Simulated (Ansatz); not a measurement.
## CoO under changes of volume

One of the cells (9.584 Å³/atom); the others are scaled copies at fixed shape and fractional positions:

```xyz
2
Lattice="-1.5080 1.5080 2.1073 1.5080 -1.5080 2.1073 1.5080 1.5080 -2.1073" Properties=species:S:1:pos:R:3 pbc="T T T"
Co    0.0000    0.0000    0.0000
O     0.0000    0.0000    2.1073
```

```yaml
Program: Ansatz 0.2.0
Functional: PBE
Potentials_or_basis: Ansatz PAW
Cutoff: "420 eV (not typed: the program's choice for these potentials)"
k_mesh: 12 × 12 × 12
Occupations: fermi-dirac, width 0.05 eV
Spin: collinear spin, ferromagnetic start
Starting_moments: "[2.0, 0.0] μB"
```

| volume (Å³/atom) | energy over the lowest point (meV/atom) | pressure (GPa) | moment (μB per cell) |
| --- | --- | --- | --- |
| 9.009 | ? | ? | ? |
| 9.201 | 8.73 | 7.1 | 2.78 |
| 9.392 | 2.20 | 3.5 | 2.86 |
| 9.584 | 0.00 | 0.0 | 2.92 |
| 9.776 | 1.93 | -3.3 | 2.95 |
| 9.967 | 7.75 | -6.3 | 2.97 |
| 10.159 | 17.10 | -9.1 | 2.99 |

Q: What does the run at 9.009 Å³/atom give?

A: Energy over the lowest point 19.41 meV/atom; pressure 10.6 GPa; moment 2.65 μB per cell.

Worked out: A Birch-Murnaghan fit of order 3 (a polynomial in V^(-2/3)) to the other rows has its minimum at 9.59 Å³/atom with B0 = V·E''(V) = 172 GPa (rough, since the energies scatter) at fixed shape and positions, which overstates the stiffness. It gives 20.03 meV/atom at 9.009 Å³/atom, against the run's 19.41, and -dE/dV = 11.5 GPa, against 10.6. A parabola through the other rows of the moment, of slope 0.511 μB per Å³/atom there, extrapolates to 2.69 μB, against the run's 2.65.

Energies are extrapolated to zero smearing.

Caveats: a cell with one magnetic atom can't hold antiferromagnetic order, which such compounds often take.
